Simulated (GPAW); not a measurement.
A run of GPAW 26.7.0:

run.py

```python
from ase import Atoms
from ase.eos import EquationOfState
from ase.io import Trajectory
from ase.units import GPa
from gpaw import GPAW, PW, setup_paths

setup_paths.insert(0, '.')

atoms = Atoms(['Au'],
              cell=[[0.0, 2.035, 2.035],
                    [2.035, 0.0, 2.035],
                    [2.035, 2.035, 0.0]],
              scaled_positions=[[0.0, 0.0, 0.0]],
              pbc=True)

traj = Trajectory('eos.traj', 'w')
volumes, energies = [], []
for x in [0.94, 0.96, 0.98, 1.0, 1.02, 1.04, 1.06]:
    a = atoms.copy()
    a.set_cell(atoms.cell * x**(1 / 3), scale_atoms=True)
    calc = GPAW(mode=PW(600),
                xc='LDA',
                kpts={'size': (11, 11, 11), 'gamma': True},
                occupations={'name': 'fermi-dirac', 'width': 0.05},
                nbands=14,
                convergence={'density': 1e-05, 'energy': 1e-05},
                maxiter=150,
                txt=f'eos-{x:.2f}.txt')
    a.calc = calc
    energies.append(a.get_potential_energy(force_consistent=True))
    volumes.append(a.get_volume())
    p = -a.get_stress()[:3].mean() / GPa
    calc.write(f'eos-{x:.2f}.gpw')
    traj.write(a)
    print(f'{x:.2f} {volumes[-1]:10.4f} A^3 {energies[-1]:14.6f} eV {p:9.3f} GPa', flush=True)

v0, e0, B = EquationOfState(volumes, energies, eos='birchmurnaghan').fit()
print(f'V0 = {v0:.4f} A^3, E0 = {e0:.6f} eV, B0 = {B / GPa:.2f} GPa')
```

Potentials or basis: PAW data sets generated in the run's folder for this functional, pw.

The run is started by

```console
$ gpaw-setup -f LDA Au
$ OMP_NUM_THREADS=1 python run.py
```

Hardware: 1 thread of Arm Neoverse V1, with other jobs on the host.

Question: How long does it take, and how much memory?

Answer: It took 75 s on 1 thread of Arm Neoverse V1 (shared host), peak memory 0.19 GiB. Counts: scf iterations 56, plane waves 538, bands 14, k points 56.
